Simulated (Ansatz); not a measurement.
# YN: the cost of one run

Computed with Ansatz 0.2.0 (DFT, PBE, PAW with Ansatz's default frozen-core files, scalar-relativistic, unless a step's input says otherwise).

## 1. The starting structure

It takes space group Fm-3m (No. 225, cubic). The conventional cell has a = 4.897 Å, b = 4.897 Å, c = 4.897 Å, α = 90.00°, β = 90.00°, γ = 90.00°. Y (site symmetry m-3m) is surrounded by 6 N at 2.45 Å. N (site symmetry m-3m) is surrounded by 6 Y at 2.45 Å.

Structure file:

```xyz
2
Lattice="0.0000 2.4484 2.4484 2.4484 0.0000 2.4484 2.4484 2.4484 0.0000" Properties=species:S:1:pos:R:3 pbc="T T T"
Y     0.0000    0.0000    0.0000
N     2.4484    2.4484    2.4484
```

Whether this phase is the stable one at these pressures isn't tested.

Atoms are numbered in the order of the input: Y1, N2.

## 2. Atoms relaxed at the given volume, PAW

File input.yaml:

```yaml
crystal:
  lattice:
    - [0.0, 2.4483614544, 2.4483614544]
    - [2.4483614544, 0.0, 2.4483614544]
    - [2.4483614544, 2.4483614544, 0.0]
  atoms:
    - { symbol: "Y", position: [0.0, 0.0, 0.0] }
    - { symbol: "N", position: [0.5, 0.5, 0.5] }
kpoints:
  mp_grid: { grid: [13, 13, 13] }
scf:
  occupations: { method: fermi_dirac, width: 0.05 }
hamiltonian:
  xc: pbe
  pseudopotentials: { kind: paw }
output:
  forces: true
  stress: true
  write_density: true
  write_potential: true
  elf: true
  volumetric_format: npy
relax:
  f_tol: 0.01
  max_steps: 30
```

Launch:

```sh
$ ansatz run input.yaml --threads 1 --pin off --max-ram 2048MiB --backend cpu --events-out ev --progress --plain --runs-dir out
```

What time and memory should one allow on 1 thread of Arm Neoverse V1, shared host?

About 2.3 s, with a peak of 0.32 GiB.
